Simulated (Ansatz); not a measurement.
Computed with DFT PBE, scalar-relativistic, plane waves, PAW (Ansatz). All cells share a 420 eV cutoff and Γ-centred k meshes spaced at most about 0.3 Å⁻¹ (about 0.25 or finer for metals, 2π included). No spin polarisation.

Temperature and zero-point effects are left out.

Question: Order these relaxed structures of In₅Sb₂As₃ by energy, lowest first, with the energy over the lowest of them.
A.

```
CELL_PARAMETERS angstrom
6.52760 0.00000 0.00000
0.00000 5.50801 0.00000
-0.11877 0.00000 7.32043
ATOMIC_POSITIONS crystal
In 0.96452 0.00000 0.06540
In 0.38375 0.00000 0.23434
In 0.77137 0.00000 0.45411
In 0.17436 0.00000 0.64714
In 0.57782 0.00000 0.84437
Sb 0.27987 0.50000 0.43574
Sb 0.09090 0.50000 0.86487
As 0.86010 0.50000 0.28935
As 0.69471 0.50000 0.59813
As 0.45261 0.50000 0.06656
```

B.

```
CELL_PARAMETERS angstrom
8.31211 0.00000 0.00000
0.00000 3.01165 0.00000
-1.76277 0.00000 10.33133
ATOMIC_POSITIONS crystal
In 0.79265 0.40456 0.69033
In 0.63077 0.97228 0.91208
In 0.36923 0.97228 0.08792
In 0.20735 0.40456 0.30967
In 0.00000 0.88482 0.50000
Sb 0.30547 0.08321 0.70600
Sb 0.69453 0.08321 0.29400
As 0.50000 0.18546 0.50000
As 0.08264 0.12981 0.89902
As 0.91736 0.12981 0.10097
```

Answer: B (0 meV/atom), A (14 meV/atom). Forms: B P2; A Pm. Counting In or Sb atoms around As (for each partner element, those within 1.25 times its shortest distance or 1.15 times the sum of covalent radii, where it is the nearest in units of that sum or under 1.3; a slash parts the counts of unlike sites): B has As 3/4; A has As 6. B holds Sb–Sb chains (shortest 3.01 Å); A holds As–As pairs (shortest 2.52 Å). Both come from invented guesses. Even the lowest of the cells shown lies +0.08 eV/atom against the elements.

The k mesh leaves some 4 meV/atom of noise in the energy of each metallic cell. These runs have no spin–orbit coupling, which can matter for Sb. Cells relaxed within their symmetry can be saddle points. Some structure types and database cells were kept out of the candidates from the start, so a known form may be missing.
